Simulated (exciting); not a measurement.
**Sb: TDDFT spectrum with PBE**

Crystal: Sb.

```
CELL_PARAMETERS angstrom
2.15420 1.24373 3.75800
-2.15420 1.24373 3.75800
0.00000 -2.48746 3.75800
ATOMIC_POSITIONS crystal
Sb 0.76651 0.76651 0.76651
Sb 0.23349 0.23349 0.23349
```

```json
{
  "Program": "exciting (release sodium)",
  "Task": "TDDFT spectrum",
  "Functional": "PBE",
  "Potentials or basis": "all-electron LAPW+lo, shipped species files, valence relativity iora*",
  "rgkmax": "7.5",
  "k mesh": "5 × 5 × 5",
  "Occupations": "gaussian, width 0.005 eV",
  "Spin": "no spin polarisation",
  "q or response mesh": "6 × 6 × 6",
  "Exchange-correlation kernel": "ALDA",
  "gqmax (local fields)": "2 1/bohr",
  "Broadening": "0.19048 eV",
  "gmaxvr (cutoff of density and potential)": "14 1/bohr",
  "lmaxapw (and lmaxmat)": "10",
  "lmaxvr": "8",
  "nempty": "10",
  "Valence relativity": "iora*",
  "epsengy": "1e-05 Ha",
  "epspot": "1e-05 Ha",
  "maxscl": "60",
  "Muffin-tin radii": "Sb 2.3 bohr"
}
```

| Item | Value |
| --- | --- |
| Band gap on the k mesh | 0.38 eV, indirect (least direct gap 0.70 eV) |
| All electrons inside the program's atomic spheres | Sb 48.13 (radii Sb 2.3 bohr) |

Levels at points of the mesh, in eV from the valence-band top:
```tsv
k point	band 11	band 12	band 13	band 14	band 15	band 16	band 17	band 18	band 19	band 20
(0.00, 0.00, 0.00)	-12.61	-4.72	-1.97	-1.69	-1.69	2.21	2.81	2.81	5.27	5.27
```

Dielectric function (mean over the directions given):
```tsv
energy (eV)	real part	imaginary part
0.30	82.44	137.00
0.91	6.94	71.30
1.52	-1.42	53.90
2.21	-21.60	31.97
2.82	-15.76	13.60
3.50	-9.67	7.16
4.11	-5.71	4.94
4.80	-2.90	5.53
5.41	-4.14	5.31
6.10	-3.26	3.39
6.70	-2.68	3.39
7.31	-2.91	2.76
8.00	-2.57	2.02
8.61	-2.14	1.51
9.30	-1.71	1.13
9.90	-1.36	0.98
10.59	-1.06	0.71
11.20	-0.84	0.68
11.89	-0.65	0.55
12.50	-0.49	0.51
13.11	-0.37	0.43
13.79	-0.22	0.37
14.40	-0.12	0.32
15.09	0.00	0.33
15.70	0.04	0.30
16.38	0.08	0.24
16.99	0.18	0.19
17.68	0.23	0.17
18.29	0.29	0.15
18.97	0.35	0.13
```

Run time: 13 min on 1 thread of Intel(R) Xeon(R) Processor @ 2.50GHz (Skylake/Cascade Lake), with other jobs on the host, peak memory 0.4 GiB.

Caveat: spectra need much finer meshes, so this one isn't converged; spin-orbit coupling is left out, which moves the levels of the heavy elements; an odd mesh through Γ misses points on the zone boundary, where band edges often lie.
